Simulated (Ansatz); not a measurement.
## Two Ansatz runs on CaSe

The cell is COD entry 1010880, as deposited and not checked against the literature; nothing was relaxed. It is an old determination, and later ones may differ.

First run: DFT, PBE, PAW with Ansatz's default frozen-core files, scalar-relativistic (Ansatz 0.2.0).

Command: `ansatz run input.yaml --threads 1 --pin off --max-ram 2048MiB --backend cpu --events-out ev --progress --plain --runs-dir out` The run took 2.3 s on 1 thread of Arm Neoverse V1, on a shared host, peak memory 0.32 GiB.

```yaml
crystal:
  lattice:
    - [0.0, 2.956, 2.956]
    - [2.956, 0.0, 2.956]
    - [2.956, 2.956, 0.0]
  atoms:
    - { symbol: Ca, position: [0.0, 0.0, 0.0] }
    - { symbol: Se, position: [0.5, 0.5, 0.5] }
kpoints:
  mp_grid: { grid: [5, 5, 5] }
scf:
  occupations: { method: fermi_dirac, width: 0.02 }
hamiltonian:
  xc: pbe
  pseudopotentials: { kind: paw }
output:
  forces: true
  stress: true
  eigenvalues: true
  efg: { contact_densities: true }
```

Result: converged; pressure 1.20 GPa; gap on the k mesh 2.15 eV (the mesh can miss the band edges); 6 SCF iterations.

A second input differs as follows:

```diff
@@ -5,5 +5,5 @@
     - [2.956, 2.956, 0.0]
   atoms:
-    - { symbol: Ca, position: [0.0, 0.0, 0.0] }
+    - { symbol: Ca, position: [0.0, 0.0, 0.0], spin: 2.0 }
     - { symbol: Se, position: [0.5, 0.5, 0.5] }
 kpoints:
@@ -11,4 +11,5 @@
 scf:
   occupations: { method: fermi_dirac, width: 0.02 }
+  max_iter: 50
 hamiltonian:
   xc: pbe
```

Q: What is wrong with it, and what does the program do?

A: The fault is a moment without spin polarisation. The run refused before any iteration. The log ends:
```
Error: inconsistent input (magnetization.spin_polarized): false but per-atom `spin:`, `per_species`, `initial_magnetization`, `magnetic_field`, or `spin_locking` is set
```
